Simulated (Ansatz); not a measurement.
Theory: Ansatz 0.2.0, DFT PBE, scalar-relativistic, plane waves, PAW. All cells share a 420 eV cutoff and Γ-centred k meshes spaced at most about 0.3 Å⁻¹ (about 0.25 or finer for metals, 2π included). No spin polarisation.

All energies are static (0 K, no zero-point motion).

**Question.** Order these relaxed structures of Si₅Ge by energy, lowest first, with the energy over the lowest of them.
A. Space group Cmmm (No. 65), orthorhombic, a = 3.717 Å, b = 13.404 Å, c = 3.766 Å. Around Si on a site of symmetry m2m lie 8 Si at 2.63–2.80 Å, 2 Ge at 3.05 Å and 2 Si at 3.07 Å; Si on a site of symmetry mmm has 4 Ge at 2.65 Å, 4 Si at 2.88 Å and 4 Si at 3.07 Å; around Si on a second site of symmetry m2m lie 10 Si at 2.65–2.95 Å and 2 Ge at 2.90 Å; around Ge lie 4 Si at 2.65 Å and 8 Si at 2.90–3.05 Å.
B. Space group P4/mmm (No. 123), tetragonal, a = 4.820 Å, c = 4.932 Å. Si on a site of symmetry 4/mmm has 2 Ge at 2.47 Å; around Si on a site of symmetry 4mm lie 2 Si at 2.43–2.50 Å and 4 Si at 2.72 Å; around Si on a site of symmetry mmm lie 2 Ge at 2.41 Å and 4 Si at 2.72 Å; around Ge lie 6 Si at 2.41–2.47 Å.
C. Space group P4/mmm (No. 123), tetragonal, a = 3.283 Å, c = 8.653 Å. Si on a site of symmetry 4mm is surrounded by 9 Si at 2.63–2.73 Å, 1 Ge at 2.96 Å and 4 Si at 3.28 Å; Si on a site of symmetry 4/mmm has 10 Si at 2.60–2.69 Å and 4 Si at 3.28 Å; Si on a second site of symmetry 4mm is surrounded by 5 Si at 2.60–2.63 Å and 4 Ge at 2.90 Å; Ge has 10 Si at 2.90–2.96 Å and 4 Ge at 3.28 Å.

**Answer.** C (0 meV/atom), A (49 meV/atom), B (297 meV/atom). Counting Si atoms around Ge (those within 1.25 times the shortest such distance or 1.15 times the sum of covalent radii, 1.27 where that leaves under three; a plus sign parts nearer from farther groups; the shortest distance is added where it exceeds 1.18 times the sum of covalent radii): C has Ge 10 from 2.9 Å; A has Ge 4+8; B has Ge 6. All come from invented guesses. The lowest form computed isn't among them: it has Si and Ge ordered on diamond sites, space group Imm2 (No. 44), 20.9 Å³/atom and lies 0.47 eV/atom below the best shown. Even the lowest of the cells shown lies +0.48 eV/atom against the elements.

Cells relaxed within their symmetry can be saddle points. Some types were kept out of the candidates beforehand, so the set may lack a known form.
